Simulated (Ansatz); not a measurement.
A crystal relaxed with r2SCAN in the plane-wave code Ansatz has space group Fm-3m (No. 225) and a = 5.546 Å.

```tsv
atom	site	x	y	z
Ag	4a	0.0000	0.0000	0.0000
Xx	4b	0.5000	0.0000	0.0000
```

With r2SCAN the valence top lies at L and the conduction bottom at Γ, 1.48 eV higher; the smallest vertical gap, at K–Γ (0.90 of the way from K), is 3.59 eV. HSE06 gives an indirect gap of 2.41 eV, from L to Γ; the least direct gap is 4.54 eV at K–Γ (0.90 of the way from K). Meshes: r2SCAN 8×8×8, HSE06 6×6×6. r2SCAN's ε∞ is 4.5 in all directions.

**Question.** Which element is Xx?
A. H
B. Br
C. F
D. Cl

**Answer.** D. Xx is Cl: AgCl (started from an entry of an open crystallographic database). Around Ag lie 6 Cl at 2.77 Å; around Cl lie 6 Ag at 2.77 Å.

Spin-unpolarised throughout; all numbers are computed.

Spin-orbit coupling is left out.

The meshes of the hybrids are coarse, so their gaps aren't converged to the digits shown.
